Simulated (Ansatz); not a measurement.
# Ni (Ni (111), 6 layers): a single-point run

The task is a single-point run on Ni (Ni (111), 6 layers). The structure is shown as the input types it.

Computed with Ansatz 0.2.0 (DFT, PBEsol, PAW with Ansatz's default frozen-core files, scalar-relativistic (as first typed), unless a step's input says otherwise).

### 1 The structure to begin with

The structure is trigonal, space group P-3m1 (No. 164). Conventional cell: a = 2.450 Å, b = 2.450 Å, c = 26.001 Å, α = 90.00°, β = 90.00°, γ = 120.00°. Ni (site symmetry 3m) has 9 Ni at 2.43 to 2.45 Å as nearest neighbours. Around Ni (site symmetry 3m) lie 12 Ni at 2.43 to 2.45 Å. Ni (site symmetry 3m) has 12 Ni at 2.45 Å as nearest neighbours.

Structure file:

```xyz
6
Lattice="2.4498 0.0000 0.0000 -1.2249 2.1216 0.0000 0.0000 0.0000 26.0011" Properties=species:S:1:pos:R:3 pbc="T T T"
Ni    0.0000    0.7072    8.0269
Ni    0.0000    2.1216   10.0001
Ni    1.2249    1.4144   11.9997
Ni    0.0000    0.7072   14.0013
Ni    0.0000    2.1216   16.0010
Ni    1.2249    1.4144   17.9742
```

### 2 The calculation

The input, input.yaml:

```yaml
crystal:
  lattice:
    - [2.4497645824, 0.0, 0.0]
    - [-1.2248822912, 2.1215583616, 0.0]
    - [0.0, 0.0, 26.0011]
  atoms:
    - { symbol: Ni, position: [0.1666666667, 0.3333333333, 0.3087148057], spin: 1.0 }
    - { symbol: Ni, position: [0.5, 1.0, 0.3846019403], spin: 1.0 }
    - { symbol: Ni, position: [0.8333333333, 0.6666666667, 0.4615090077], spin: 1.0 }
    - { symbol: Ni, position: [0.1666666667, 0.3333333333, 0.5384906288], spin: 1.0 }
    - { symbol: Ni, position: [0.5, 1.0, 0.615398035], spin: 1.0 }
    - { symbol: Ni, position: [0.8333333333, 0.6666666667, 0.6912855818], spin: 1.0 }
  periodic: [true, true, false]
magnetization:
  spin_polarized: true
kpoints:
  mp_grid: { grid: [1, 1, 1] }
scf:
  occupations: { method: fermi_dirac, width: 0.1 }
  max_iter: 75
hamiltonian:
  xc: pbesol
  pseudopotentials: { kind: paw }
output:
  forces: true
  stress: true
  eigenvalues: true
```

Started as:

```console
$ ansatz run input.yaml --threads 3 --pin off --max-ram 9216MiB --backend cpu --events-out ev --progress --plain --runs-dir out
```

**Question.** How will this run end, and is anything wrong with its input?

The program finished normally, with warnings (slab cell height set, stability check not made, structure snapped to symmetry). It gives a largest force of 2.8 eV/Å, which is large; a structure far from rest gives such values too, whatever the setting.

Look at the input: kpoints.mp_grid.grid is [1, 1, 1]. The zone is sampled at a single point, which suits only large cells or molecules.

The test: set kpoints.mp_grid.grid to [15, 15, 1].
